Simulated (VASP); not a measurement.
# La (P6_3/mmc) in VASP: further runs, part 2 of 3

VASP 6.6.1. The steps go on from the part before.

## (4) Relaxation of cell and atoms, PBE

File INCAR:

```
SYSTEM = La
  ALGO = Normal
  EDIFF = 1E-6
  EDIFFG = -0.01
  ENCUT = 600
  GGA = PE
  IBRION = 2
  ISIF = 3
  ISMEAR = 1
  LASPH = .True.
  LCHARG = .False.
  LREAL = .False.
  LWAVE = .False.
  NELM = 80
  NSW = 90
  PREC = Accurate
  SIGMA = 0.1
```

File KPOINTS:

```
k-points
0
Gamma
  12 12 3
  0 0 0
```

File POSCAR:

```
La
1.0
    3.7700000000      0.0000000000      0.0000000000
   -1.8850000000      3.2649157723      0.0000000000
    0.0000000000      0.0000000000     12.1590000000
La
4
Direct
    0.0000000000      0.0000000000      0.0000000000
    0.0000000000      0.0000000000      0.5000000000
    0.3333333333      0.6666666667      0.7500000000
    0.6666666667      0.3333333333      0.2500000000
```

Potentials or basis: VASP PAW PBE potentials, release 64 (La).

The run is started by

```
cat potpaw_PBE.64/La/POTCAR > POTCAR
mpirun -np 1 vasp_std > vasp.out
```

It took 11 min on 1 thread of AMD EPYC, shared host; peak memory 0.35 GiB.

It converged, with:

```
Free energy                            : -19.5525 eV
Relaxed volume                         : 37.21 Å³/atom
Relaxed cell                           : a = 3.764 Å, b = 3.764 Å, c = 12.133 Å, α = 90.00°, β = 90.00°, γ = 120.00°
Space group after relaxing (to 0.05 Å) : P6_3/mmc (No. 194)
Energy gained by relaxing              : 0.1 meV/atom
Ionic steps                            : 2
Pressure after relaxing                : 0.0 GPa
Band gap on the k mesh                 : none (metal or under the smearing width)
```

The path:
| step | energy change (eV) | largest force (eV/Å) | pressure (GPa) | volume (Å³) |
| --- | --- | --- | --- | --- |
| 1 | 0.0000 | 0.0000 | -0.16 | 149.66 |
| 2 | -0.0004 | 0.0000 | -0.01 | 148.86 |

Final structure:
```yaml
crystal:
  lattice:
    - [3.76393, 0.00000, 0.00000]
    - [-1.88197, 3.25966, 0.00000]
    - [0.00000, 0.00000, 12.13257]
  atoms:
    - { symbol: La, position: [0.00000, 0.00000, 0.00000] }
    - { symbol: La, position: [0.00000, 0.00000, 0.50000] }
    - { symbol: La, position: [0.33333, 0.66667, 0.75000] }
    - { symbol: La, position: [0.66667, 0.33333, 0.25000] }
```

Levels at points of the mesh, in eV from the Fermi level:
```
           k point  band 18  band 19  band 20  band 21  band 22  band 23  band 24  band 25  band 26
(0.00, 0.00, 0.00)    -1.90    -1.90    -1.77     0.47     0.60     1.23     1.24     1.26     1.28
(0.50, 0.00, 0.00)    -1.84    -1.56    -1.09    -0.69    -0.32    -0.23     0.40     0.91     1.17
```

## (5) Relaxation of cell and atoms, PBE

This run uses another cell than the first one, of 37.21 Å³/atom, 0.995 times its volume.

INCAR, as its differences from that of step 4:

```diff
@@ -2,4 +2,4 @@
   ALGO = Normal
-  EDIFF = 1E-6
-  EDIFFG = -0.01
+  EDIFF = 1E-7
+  EDIFFG = -0.005
   ENCUT = 600
```

KPOINTS is that of step 4.

File POSCAR:

```
La                                      
1.0
    3.7639343779      0.0000000000      0.0000000000
   -1.8819671889      3.2596627894     -0.0000000000
    0.0000000000      0.0000000000     12.1325731089
  La            
     4
Direct
     1.0000000000000000    0.0000000000000000    0.0000000000000000
     1.0000000000000000    0.0000000000000000    0.5000000000000000
     0.3333333332999970    0.6666666667000030    0.7500000000000000
     0.6666666667000030    0.3333333332999970    0.2500000000000000
```

Potentials or basis: VASP PAW PBE potentials, release 64 (La).

The run is started by

```
cat potpaw_PBE.64/La/POTCAR > POTCAR
mpirun -np 1 vasp_std > vasp.out
```

OUTCAR:

```text
SYSTEM = La
   EDIFF = 1E-7
   EDIFFG = -0.005
   ENCUT = 600
   GGA = PE
   IBRION = 2
   ISIF = 3
   ISMEAR = 1
   LASPH = .True.
   LREAL = .False.
   NELM = 80
   NSW = 90
   PREC = Accurate

 ion  position               nearest neighbor table
   1  0.000  0.000  0.000-
   2  0.000  0.000  0.500-
   3  0.333  0.667  0.750-
   4  0.667  0.333  0.250-

  LATTYP: Found a hexagonal cell.
 ALAT       =     3.7639343779
 C/A-ratio  =     3.2233753012

  Lattice vectors:

 A1 = (   3.7639343779,   0.0000000000,   0.0000000000)
 A2 = (  -1.8819671889,   3.2596627894,   0.0000000000)
 A3 = (   0.0000000000,   0.0000000000,  12.1325731089)

Analysis of symmetry for initial positions (statically):
=====================================================================
 Subroutine PRICEL returns:
 Original cell was already a primitive cell.

 Routine SETGRP: Setting up the symmetry group for a
 hexagonal supercell.

 Subroutine GETGRP returns: Found 24 space group operations
 (whereof 12 operations were pure point group operations)
 out of a pool of 24 trial point group operations.

The static configuration has the point symmetry D_3d.
 The point group associated with its full space group is D_6h.

Analysis of symmetry for dynamics (positions and initial velocities):
=====================================================================
 Subroutine PRICEL returns:
 Original cell was already a primitive cell.

 Routine SETGRP: Setting up the symmetry group for a
 hexagonal supercell.

 Subroutine GETGRP returns: Found 24 space group operations
 (whereof 12 operations were pure point group operations)
 out of a pool of 24 trial point group operations.

[... 178 lines left out ...]
      0.00000      0.00000      0.00000         0.000000      0.000000      0.000000
      0.00000      0.00000      6.06629         0.000000      0.000000      0.000000
     -0.00000      2.17311      9.09943        -0.000000      0.000000      0.000000
      1.88197      1.08655      3.03314         0.000000     -0.000000     -0.000000
 -----------------------------------------------------------------------------------
    total drift:                                0.000000     -0.000000     -0.000000

  FREE ENERGIE OF THE ION-ELECTRON SYSTEM (eV)
  ---------------------------------------------------
  free  energy   TOTEN  =       -19.5523836666 eV

  energy  without entropy=      -19.5533779621  energy(sigma->0) =      -19.55271510

--------------------------------------- Ionic step        2  -------------------------------------------

 number of electron      43.9999996 magnetization

 Free energy of the ion-electron system (eV)
  ---------------------------------------------------
  ext. energy  EPLUGINS =         0.00000000
  ---------------------------------------------------
  free energy    TOTEN  =       -19.55239318 eV

  energy without entropy =      -19.55341775  energy(sigma->0) =      -19.55273471

 E-fermi :   7.8838     XC(G=0):  -9.5553

 val. band max:        7.8737606592   @ k =   0.3333   0.3333   0.0000
 cond. band min:       7.8860536048   @ k =   0.2500   0.2500   0.3333
 fundamental gap:      0.0122929456
 Fermi energy:         7.8838376305

 k-point     1 :       0.0000    0.0000    0.0000
  band No.  band energies     occupation
      1     -25.0241      2.00000
      2     -24.9271      2.00000
      3     -24.9196      2.00000
      4     -24.8193      2.00000
      5      -9.4131      2.00000
      6      -8.7572      2.00000
[... 685 lines left out ...]
     25       8.8145     -0.00000
     26       8.9648     -0.00000

 [... further k-points ...]

------------------------ aborting loop because EDIFF is reached ----------------------------------------

  FORCE on cell =-STRESS in cart. coord.  units (eV):
  Direction    XX          YY          ZZ          XY          YZ          ZX
  --------------------------------------------------------------------------------------
  -------------------------------------------------------------------------------------
  Total        0.0018462      0.0018462     -0.0107071      0.0000000      0.0000000     -0.0000000
  in kB        0.0198818      0.0198818     -0.1153073      0.0000000      0.0000000     -0.0000000
  external PRESSURE =      -0.0251812 kB  Pullay stress =       0.0000000 kB

 VOLUME and BASIS-vectors are now :
 -----------------------------------------------------------------------------
  energy-cutoff  :      600.00
  volume of cell :      148.77
      direct lattice vectors                 reciprocal lattice vectors
     3.763650873 -0.000000000  0.000000000     0.265699459  0.153401654 -0.000000000
    -1.881825436  3.259417267  0.000000000     0.000000000  0.306803308 -0.000000000
     0.000000000  0.000000000 12.127599589    -0.000000000 -0.000000000  0.082456548

 POSITION                                       TOTAL-FORCE (eV/Angst)
 -----------------------------------------------------------------------------------
      0.00000     -0.00000      0.00000         0.000000      0.000000      0.000000
      0.00000     -0.00000      6.06380         0.000000      0.000000      0.000000
     -0.00000      2.17294      9.09570         0.000000     -0.000000     -0.000000
      1.88183      1.08647      3.03190        -0.000000      0.000000      0.000000
 -----------------------------------------------------------------------------------
    total drift:                                0.000000     -0.000000     -0.000000

  FREE ENERGIE OF THE ION-ELECTRON SYSTEM (eV)
  ---------------------------------------------------
  free  energy   TOTEN  =       -19.5523931820 eV

  energy  without entropy=      -19.5534177546  energy(sigma->0) =      -19.55273471

 reached required accuracy - stopping structural energy minimisation
```

Wall time 12 min (1 thread of AMD EPYC, shared host); peak memory 0.37 GiB.

Results:

- Free energy: -19.5524 eV
- Relaxed volume: 37.19 Å³/atom
- Relaxed cell: a = 3.764 Å, b = 3.764 Å, c = 12.128 Å, α = 90.00°, β = 90.00°, γ = 120.00°
- Space group after relaxing (to 0.05 Å): P6_3/mmc (No. 194)
- Energy gained by relaxing: 0.0 meV/atom
- Ionic steps: 2
- Pressure after relaxing: 0.0 GPa
- Band gap on the k mesh: none (metal or under the smearing width)

Final structure:
```yaml
crystal:
  lattice:
    - [3.76365, 0.00000, 0.00000]
    - [-1.88183, 3.25942, 0.00000]
    - [0.00000, 0.00000, 12.12760]
  atoms:
    - { symbol: La, position: [0.00000, 0.00000, 0.00000] }
    - { symbol: La, position: [0.00000, 0.00000, 0.50000] }
    - { symbol: La, position: [0.33333, 0.66667, 0.75000] }
    - { symbol: La, position: [0.66667, 0.33333, 0.25000] }
```

(Part 2 of 3 ends here.)
